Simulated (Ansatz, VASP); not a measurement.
## WC in VASP and in Ansatz

Contents of POSCAR:

```
WC
1.0
    0.0000000000      2.1779675566      2.1779675566
    2.1779675566      0.0000000000      2.1779675566
    2.1779675566      2.1779675566      0.0000000000
W C
1 1
Direct
    0.0000000000      0.0000000000      0.0000000000
    0.5000000000      0.5000000000      0.5000000000
```

File INCAR.step1:

```
PREC = Accurate
ENCUT = 520
ISMEAR = -1
SIGMA = 0.05
LREAL = F
LASPH = T
NELM = 80
NBANDS = 16
GGA = PE
ALGO = Normal
EDIFF = 1E-4
LWAVE = T
LCHARG = F
```

File INCAR.step2:

```
PREC = Accurate
ENCUT = 520
EDIFF = 1E-6
ISMEAR = -1
SIGMA = 0.05
LREAL = F
LASPH = T
NELM = 80
ALGO = Normal
ISIF = 2
LWAVE = F
LCHARG = T
METAGGA = R2SCAN
LMIXTAU = T
LELF = T
LVHAR = T
NBANDS = 16
ISTART = 1
```

The input KPOINTS:

```
Automatic mesh
0
Gamma
  10 10 10
```

The input input.yaml:

```yaml
crystal:
  lattice:
    - [0.0, 2.1779675566, 2.1779675566]
    - [2.1779675566, 0.0, 2.1779675566]
    - [2.1779675566, 2.1779675566, 0.0]
  atoms:
    - { symbol: W, position: [0.0, 0.0, 0.0] }
    - { symbol: C, position: [0.5, 0.5, 0.5] }
hamiltonian:
  xc: r2scan
  pseudopotentials: { kind: paw }
kpoints:
  mp_grid: { grid: [10, 10, 10] }
scf:
  occupations: { method: fermi_dirac, width: 0.05 }
output:
  forces: true
  stress: true
  eigenvalues: true
  write_density: true
  write_potential: true
  elf: true
  volumetric_format: npy
```

Measurements of this composition are mostly on another form, of space group No. 187.

Alike in both runs: task single point; functional r2SCAN; k mesh 10 × 10 × 10; occupations fermi-dirac, width 0.05 eV; no spin polarisation.

```csv
,VASP,Ansatz
version,VASP 6.6.1,Ansatz 0.2.0
potentials or method,"VASP PAW PBE potentials, release 64 (W_sv, C)",Ansatz PAW
plane-wave cutoff (eV),520,500
valence electrons in the cell,18,18
```

```tsv
	VASP	Ansatz	Ansatz less VASP
gap on the k mesh at the Fermi level (eV)	none	none	-
pressure (GPa)	3.9	2.2	-1.72
```

A gap of «none» marks a metal or a gap that the smearing closes.

Caveats: the PAW data sets were made with another functional, which shifts forces and pressure a little (VASP); the PAW data sets come from PBE, with cores solved anew for the run's functional, which leaves a small shift of forces and pressure (Ansatz). The runs have no spin-orbit coupling, so splittings on W are missing.
